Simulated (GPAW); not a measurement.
Runs of GPAW 26.7.0 on HfO2. It takes space group P4_2/nmc (No. 137, tetragonal). The conventional cell has a = 3.558 Å, b = 3.558 Å, c = 5.172 Å, α = 90.00°, β = 90.00°, γ = 90.00°. Hf (site symmetry -4m2) is surrounded by 4 O at 2.05 Å. O (site symmetry 2mm) has 2 Hf at 2.05 Å as nearest neighbours. Measurements of this composition are mostly on another form, of space group No. 14.

| task | level | potentials or basis | k mesh | cutoff (eV) | smearing | older calculator (legacy_gpaw) | band path | band points | eigensolver | ranks | mesh quality | gap on the mesh (eV) | pressure (GPa) | V0 of scaled cells (Å³/atom) | B0 (GPa) | largest force (eV/Å) |
| --- | --- | --- | --- | --- | --- | --- | --- | --- | --- | --- | --- | --- | --- | --- | --- | --- |
| single point | PBEsol | PAW data sets generated in the run's folder for this functional, pw | 7 × 7 × 5 | 800 | fermi-dirac 0.05 eV | - | - | - | - | - | not flagged | 4.64 | 2.4 | - | - | 0.21 |
| equation of state | PBE | GPAW PAW data sets (gpaw-data 1.2.1), pw | 5 × 5 × 4 | 800 | fermi-dirac 0.05 eV | - | - | - | - | - | not flagged | - | - | 11.36 | 243 | - |
| single point | AM05 | PAW data sets generated in the run's folder for this functional, pw | 7 × 7 × 5 | 800 | fermi-dirac 0.05 eV | - | - | - | - | - | not flagged | (b) | 2.8 | - | - | 0.20 |
| single point | PBE | GPAW PAW data sets (gpaw-data 1.2.1), pw | 8 × 8 × 5 | 800 | fermi-dirac 0.05 eV | - | - | - | - | - | not flagged | (a) | 10.5 | - | - | 0.26 |
| single point | optB88-vdW | GPAW PAW data sets (gpaw-data 1.2.1), pw | 7 × 7 × 5 | 800 | fermi-dirac 0.05 eV | yes | - | - | - | - | not flagged | 4.77 | - | - | - | 0.23 |
| band structure | PBEsol | PAW data sets generated in the run's folder for this functional, pw | 5 × 5 × 4 | 800 | fermi-dirac 0.05 eV | - | GXMGZRAZ,XR,MA | 60 | - | - | not flagged | 4.63 | 2.4 | - | - | 0.21 |
| single point | BLYP | PAW data sets generated in the run's folder for this functional, pw | 7 × 7 × 5 | 800 | fermi-dirac 0.05 eV | - | - | - | davidson | - | not flagged | 4.79 | 15.1 | - | - | 0.15 |
| equation of state | LDA | the program's PAW data sets (release 1.2.1) made for this functional, pw | 5 × 5 × 4 | 800 | fermi-dirac 0.05 eV | - | - | - | - | - | not flagged | - | - | 10.69 | 278 | - |
| equation of state | PBEsol | PAW data sets generated in the run's folder for this functional, pw | 8 × 8 × 5 | 800 | fermi-dirac 0.05 eV | - | - | - | - | 4 | not flagged | - | - | 11.02 | 261 | - |
| electron localisation function | PBE | GPAW PAW data sets (gpaw-data 1.2.1), pw | 4 × 4 × 3 | 680 | fermi-dirac 0.01 eV | - | - | - | - | - | coarse | 4.77 | 9.0 | - | - | 0.26 |
| dielectric tensor | LDA | the program's PAW data sets (release 1.2.1) made for this functional, pw | 6 × 6 × 4 | 600 | fermi-dirac 0.001 eV | - | - | - | - | - | not flagged | 4.54 | - | - | - | - |
| single point | TPSS | GPAW PAW data sets (gpaw-data 1.2.1), pw | 7 × 7 × 5 | 800 | fermi-dirac 0.05 eV | - | - | - | davidson | - | not flagged | 4.85 | 8.1 | - | - | 0.38 |

Alike in all rows: no spin polarisation; cell as given.

Task: Fill in the values left out.

Result: (a) 4.76; (b) 4.66.

Caveats: some runs use coarse meshes; spin-orbit coupling is left out, which moves the levels of the heavy elements (some runs); an odd mesh through Γ misses points on the zone boundary, where band edges often lie (some runs); the cell was scaled at fixed shape and fractional positions, which overstates the stiffness of a crystal with free parameters, most of all of layers and chains (some runs); the PAW data sets were made with another functional, which shifts forces and pressure a little (some runs); the cutoff is short for stress and forces, so pressures can be off by a GPa or more (some runs); the long-wavelength limit can be off by several per cent where d states take part (some runs).

A k mesh can miss the band edges, and the runs leave out spin-orbit coupling on Hf.

Not every run made on this cell is shown here.
